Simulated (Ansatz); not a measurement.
# CdSe (F-43m) in Ansatz: further runs, part 2 of 2

Ansatz 0.2.0.

## Step 4: Elastic constants, LDA

input.yaml reads:

```yaml
crystal:
  lattice:
    - [0.0, 3.0702711986, 3.0702711986]
    - [3.0702711986, 0.0, 3.0702711986]
    - [3.0702711986, 3.0702711986, 0.0]
  atoms:
    - { symbol: Cd, position: [0.0, 0.0, 0.0] }
    - { symbol: Se, position: [0.25, 0.25, 0.25] }
kpoints:
  mp_grid: { grid: [6, 6, 6] }
scf:
  occupations: { method: fermi_dirac, width: 0.05 }
hamiltonian:
  xc: lda
  pseudopotentials: { kind: all_electron, lapw: { basis_error: 0.001 } }
output:
  forces: true
  stress: true
elastic:
  mode: clamped_ion
  stencil: two_point
```

Potentials or basis: all-electron LAPW, scalar-relativistic.

Run with:

```console
ansatz run input.yaml --threads 1 --pin off --max-ram 3072MiB --backend cpu --events-out ev --progress --plain --runs-dir out
```

The program printed:

```text
Warning: RAYON_NUM_THREADS=1 ignored (pool sized by the plan → 1); use --threads N
LAPW: plane waves up to 8.691 Å⁻¹, error target 1.0e-3 eV per atom; small_component_spin mean_spin; Se in spheres of 1.242 Å, 24 of its electrons in bands, Dirac shells []; Cd in spheres of 1.337 Å, 20 of its electrons in bands, Dirac shells [] (how accurate: hamiltonian.pseudopotentials.lapw.basis_error, Limitations)
Engine: ansatz 0.2.0, x86_64-unknown-linux-gnu
Pseudopotentials: kind: all_electron
Pseudopotential: Cd, LAPW, valence charge 20, lapw/all_electron/scalar/gaussian/Cd, Koelling and Harmon's equation, gaussian nucleus
Pseudopotential: Se, LAPW, valence charge 24, lapw/all_electron/scalar/gaussian/Se, Koelling and Harmon's equation, gaussian nucleus
Functional definition: SPW92
  exchange = slater_x
  correlation = pw_c
Crystal: 2 atoms, lattice volume = 57.884 Å³
Basis set: ecut = 287.7902198343381 eV, 645 PW (Γ), exchange–correlation at level 2
Bands: 27, of which v1, the nominal top of the filled ones, is band 22 counted from 1 (21 counted from 0)
Symmetry: 24 space group operations
Space group: F-43m (ITA 216), of the structure as read, at distance tolerance 3.9e-5 Å
k-points: 16 of 216 (time reversal used)
Non-local potential: Cd, projectors of the file, none
Non-local potential: Se, projectors of the file, none
Initial density: superposition of atomic densities (chi_scale 0.1, normalization cell, long waves kept (reshape's long-wave potential 0.00 eV rms))
Initial wavefunctions: plane waves of lowest kinetic energy (no species holds an atomic orbital)
Functional: x = slater, c = lda
iter 1 solved again at ethr=2.12e-3 eV; its pass at ethr=1.00e-1 eV (dr2=9.35e-1 eV) is discarded
SCF iter   1: F=—  HF=-218140.406572 eV  |F-HF|=—  |Δ(HF+E_count)|=         —  Δρ=2.75e-2  dr2=9.37e-1  ethr=2.12e-3  ⟨swp⟩=2.0  Hψ=2697  notcnv=0
preconditioner: auto → none  [insulator: Δε(μ)=0.809 eV  Ē_g=12.231 eV  σ=0.050 eV  W_gap=1.00  n_scr=14 (ndim 8)  ℏωp=20.7 eV  f_vac=0.235  D(μ)=0.00/eV (n_scr^D=0)  ε∞_Penn≈3.9]
iter 2 solved again at ethr=6.37e-5 eV; its pass at ethr=2.12e-3 eV (dr2=2.80e-2 eV) is discarded
[... 89 lines left out ...]
--- Stress (GPa, compression-positive) ---
       -3.232379       0.000000      -0.000000
        0.000000      -3.232379       0.000000
       -0.000000       0.000000      -3.232379
  P = ⅓ Tr σ = -3.2324 GPa (-32.324 kbar)
--- Band table (eV; the first three rows and the last of 16) ---
  k-point 0: bands = ["-198.5669", "-138.6030", "-138.6030", "-138.6030", "-93.8978", "-55.0556", "-55.0556", "-55.0556", "-39.3583", "-39.3583", "-39.3583", "-39.3551", "-39.3551", "-5.0900", "-0.4048", "-0.4048", "-0.4048", "-0.0551", "-0.0551", "7.4311", "7.4311", "7.4311", "7.7006", "13.2332", "13.2332", "13.2332", "16.7881"]
  k-point 1: bands = ["-198.5669", "-138.6030", "-138.6030", "-138.6030", "-93.8978", "-55.0557", "-55.0557", "-55.0557", "-39.3584", "-39.3583", "-39.3583", "-39.3551", "-39.3551", "-5.0024", "-0.3778", "-0.3778", "-0.3223", "-0.0560", "-0.0560", "5.6742", "7.2288", "7.2288", "9.0843", "12.9440", "13.5468", "13.5468", "17.4541"]
  k-point 2: bands = ["-198.5669", "-138.6030", "-138.6030", "-138.6030", "-93.8978", "-55.0558", "-55.0557", "-55.0557", "-39.3584", "-39.3583", "-39.3583", "-39.3551", "-39.3551", "-4.8241", "-0.3330", "-0.3330", "-0.0461", "-0.0461", "-0.0425", "3.9386", "6.8713", "6.8713", "9.5794", "13.7160", "13.7999", "13.7999", "16.9490"]
  k-point 15: bands = ["-198.5669", "-138.6030", "-138.6030", "-138.6030", "-93.8978", "-55.0558", "-55.0558", "-55.0557", "-39.3584", "-39.3583", "-39.3583", "-39.3551", "-39.3550", "-4.6222", "-0.2291", "-0.2129", "-0.1149", "-0.0294", "0.3596", "3.4616", "5.3576", "5.3738", "11.6358", "11.8362", "14.7452", "15.2325", "17.4858"]
--- Elastic constants: 2 strain directions × 2 members + reference (group order 24) ---
  dense FFT box of the reference and of every strained cell: 30×30×30
  strains applied: 11, 23; error gains: componentwise 1.00 (the most a stress slope's error grows in a printed constant), spectral 1.73 (1 for all six strains in a standard setting)
  C = ∂σ_k/∂η_j (tension-positive GPa; Voigt order 11 22 33 23 13 12):
        56.715     34.736     34.736     -0.000      0.000      0.000
        34.736     56.715     34.736      0.000      0.000      0.000
        34.736     34.736     56.715      0.000      0.000      0.000
        -0.000      0.000      0.000     38.078     -0.000     -0.000
        -0.000     -0.000     -0.000      0.000     38.078      0.000
        -0.000     -0.000     -0.000      0.000      0.000     38.078
  reference stress σ⁰ (GPa):      3.232      3.232      3.232     -0.000      0.000     -0.000
  no Pulay correction (none for the plane-wave cutoff is built on LAPW): the batch's stresses and constants are at fixed plane waves
  C* (energy form; C + prestress term) asymmetry max|C*_kj − C*_jk| = 7.105e-15 GPa — a small one proves nothing (zero by symmetry where the batch's group is 432, −43m or m−3m); a large one is finite-difference/SCF noise where every solve meets its electron count
  moduli (Voigt/Reuss/Hill, GPa): K = 42.06/42.06/42.06   G = 27.24/19.17/23.21   E = 58.81   ν = 0.267
  mechanically stable: yes (min eigenvalue of sym C = 21.98 GPa)
  where every solve meets its electron count the energy-path curvature estimates C_jj along a normal strain and C_jj − ¼(σ⁰_aa + σ⁰_bb) along a shear (ab), closely only under elastic.basis: deformed
  strain η (Voigt 11):  stress-route row diagonal C_11 = 56.71 GPa, energy-path curvature d²(F+E_count)/dδ²/Ω₀ = 56.71 GPa
         δ    σ_11 (GPa)             F (eV)   n_scf  n_hpsi   n_pw
    -2.000e-3       3.1187     -218140.0326093       8   25008    654
     2.000e-3       3.3455     -218140.0279383       8   24985    654
  strain η (Voigt 23):  stress-route row diagonal C_44 = 38.08 GPa, energy-path curvature d²(F+E_count)/dδ²/Ω₀ = 36.46 GPa
         δ    σ_23 (GPa)             F (eV)   n_scf  n_hpsi   n_pw
    -2.000e-3      -0.0762     -218140.0302884       8   38336    654
     2.000e-3       0.0762     -218140.0302884       8   38332    654
```

elastic.tsv:

```text
# convention: tension-positive GPa; Voigt order 11 22 33 23 13 12; engineering shear strains; stresses and constants hold the Pulay correction, whose part of sigma0, of c and of each member's stress the lines and columns named pulay_correction_..._gpa give (of c_energy it is that of c and, on the columns of strains 1 to 3, that of sigma0; of a layer's constants it is that of c in the plane, times a tenth of its plane spacing in ang); where a line pulay_correction_withheld stands none holds it
[... 15 lines left out ...]
6	-5.6846739919e-37	-3.9443045261e-31	-3.2206814721e-53	7.8886090522e-31	1.4709470057e-20	3.8078405666e1	-8.1063891407e-17	-8.1063891407e-17	-8.1063891407e-17	7.8886090522e-31	1.4709470057e-20	3.8078405666e1	nan	nan	nan	nan	nan	nan
```

Wall time 46 s (1 thread of Intel Xeon Platinum 8559C (Emerald Rapids), shared host); peak memory 0.41 GiB.

What came out:

| Item | Value |
| --- | --- |
| Free energy | -218140.0303 eV |
| Pressure | -3.2 GPa |
| Band gap on the k mesh | 0.27 eV, direct |
| Clamped-ion elastic constants C11, C12, C44 | 57, 35, 38 GPa |
| Voigt bulk modulus | 42 GPa |

Levels at points of the mesh, in eV from the valence-band top:
| k point | band 18 | band 19 | band 20 | band 21 | band 22 | band 23 | band 24 | band 25 | band 26 | band 27 |
| --- | --- | --- | --- | --- | --- | --- | --- | --- | --- | --- |
| (0.00, 0.00, 0.00) | -7.49 | -7.49 | 0.00 | 0.00 | 0.00 | 0.27 | 5.80 | 5.80 | 5.80 | 9.36 |
| (0.00, 0.00, -0.50) | -7.46 | -7.22 | -4.31 | -0.72 | -0.72 | 2.14 | 6.32 | 6.32 | 7.09 | 9.66 |
| (0.00, -0.50, -0.50) | -7.43 | -7.16 | -4.04 | -1.79 | -1.79 | 2.99 | 3.58 | 8.71 | 9.85 | 9.85 |

Elastic tensor in Voigt notation (GPa, ions clamped, in the Cartesian axes of the cell as first typed):
```
57 35 35  0  0  0
35 57 35  0  0  0
35 35 57  0  0  0
 0  0  0 38  0  0
 0  0  0  0 38  0
 0  0  0  0  0 38
```

Caveat: the cell is more than 3 GPa from zero pressure, which shifts response properties.

## Step 5: Overview

| task | potentials or basis | k mesh | cutoff (eV) | smearing | basis error allowed | gap on the mesh (eV) | pressure (GPa) |
| --- | --- | --- | --- | --- | --- | --- | --- |
| Born charges and dielectric tensor | all-electron PAW datasets made for the crystal | 8 × 8 × 8 | 270 | fixed | - | 0.27 | - |
| band structure | all-electron LAPW, scalar-relativistic | 8 × 8 × 8 | 266 | fermi-dirac 0.05 eV | 0.001 eV/atom | 0.27 | -3.2 |
| elastic constants | all-electron LAPW, scalar-relativistic | 6 × 6 × 6 | 288 | fermi-dirac 0.05 eV | 0.001 eV/atom | 0.27 | -3.2 |

Alike in all rows: level LDA; no spin polarisation; cell as given.

Caveats: the gap is small at this level, which inflates the dielectric constant (some runs); the program warned that the printed levels may be off, so bands, gaps and densities of states are rough (some runs); the cell is more than 3 GPa from zero pressure, which shifts response properties (some runs).

Compare energies only between runs with the same functional and basis.
